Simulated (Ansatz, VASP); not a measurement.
**Zr in VASP and in Ansatz**

```
Zr
1.0
     3.18517    0.00000    0.00000
    -1.59258    2.75844    0.00000
     0.00000    0.00000    5.11190
Zr
2
Cartesian
  0.0000 1.8390 1.2780
  1.5926 0.9195 3.8339
```

Alike in both runs: functional PBE; k mesh 16 × 16 × 10; occupations gaussian, width 0.05 eV; no spin polarisation.

Ansatz relaxed the structure, and its values are those at the end. VASP's run is a single point on that final structure, the one shown.

```csv
,VASP,Ansatz
version,VASP 6.6.1,Ansatz 0.2.0
potentials or method,"VASP PAW PBE potentials, release 64 (Zr_sv)","scalar-relativistic, plane waves, PAW"
plane-wave cutoff (eV),520,420
valence electrons in the cell,24,24
```

|  | VASP | Ansatz | Ansatz less VASP |
| --- | --- | --- | --- |
| gap on the k mesh at the Fermi level (eV) | none | none | - |
| pressure (GPa) | 4.1 | 4.1 | -0.02 |

A gap of «none» marks a metal or a gap that the smearing closes.
